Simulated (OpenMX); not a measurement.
ZrSe2:

```
Zr Se
1.0
     3.79800    0.00000    0.00000
    -1.89900    3.28916    0.00000
     0.00000    0.00000    6.19200
Zr Se
1 2
Cartesian
  0.0000 0.0000 0.0000
  1.8990 1.0964 4.6440
  0.0000 2.1928 1.5480
```

Base run:

* Program: OpenMX 3.8.5
* Functional: PBE
* Potentials or basis: OpenMX 2013 PBE set, Zr7.0-s3p2d2f1, Se7.0-s3p2d2f1, grid cutoff 400 Ry
* k mesh: 9 × 9 × 5
* Occupations: fermi-dirac, width 0.05 eV
* Spin: no spin polarisation

Its results: band gap on the k mesh 0.33 eV, indirect (least direct gap 0.97 eV); pressure 2.2 GPa; largest force 0.442 eV/Å.

Problem. The run is repeated on the same cell with these changes: potentials or basis from OpenMX 2013 PBE set, Zr7.0-s3p2d2f1, Se7.0-s3p2d2f1, grid cutoff 400 Ry to OpenMX 2013 PBE set, Zr7.0-s3p2d1, Se7.0-s3p2d1, grid cutoff 400 Ry. What comes out?

Solution. Band gap on the k mesh 0.29 eV, indirect (least direct gap 0.91 eV); pressure 3.4 GPa; largest force 0.692 eV/Å.

Caveats: this functional lacks dispersion, which binds the layers, so the pressure and a relaxed spacing across them are unreliable; the basis of atomic orbitals isn't converged, which shifts pressures, moduli and gaps.
